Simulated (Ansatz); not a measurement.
# InP in Ansatz: the effect of functional

Crystal: InP.

```xyz
2
Lattice="0.0000 2.7123 2.7123 2.7123 0.0000 2.7123 2.7123 2.7123 0.0000" Properties=species:S:1:pos:R:3 pbc="T T T"
In    0.0000    0.0000    0.0000
P     2.7123    2.7123    2.7123
```

Measurements of this composition are mostly on another form, of space group No. 216.

The cell isn't the ideal one: volume scaled by 0.94.

Alike in all runs:

- Program: Ansatz 0.2.0
- Task: single point
- Potentials or basis: Ansatz PAW
- k mesh: 8 × 8 × 8
- Occupations: fermi-dirac, width 0.05 eV
- Spin: no spin polarisation

**Question.** One run gave: pressure 3.4 GPa. Which functional did it use?
A. PBEsol
B. LDA
C. r2SCAN

**Answer.** C.

| functional | cutoff | pressure (GPa) |
| --- | --- | --- |
| LDA | 420 eV (not typed: the program's choice for these potentials) | -0.5 |
| PBEsol | 420 eV (not typed: the program's choice for these potentials) | 1.6 |
| r2SCAN | 500 eV (not typed: the program's choice for these potentials) | 3.4 |

Caveats: the PAW data sets come from PBE, with cores solved anew for the run's functional, which leaves a small shift of forces and pressure.
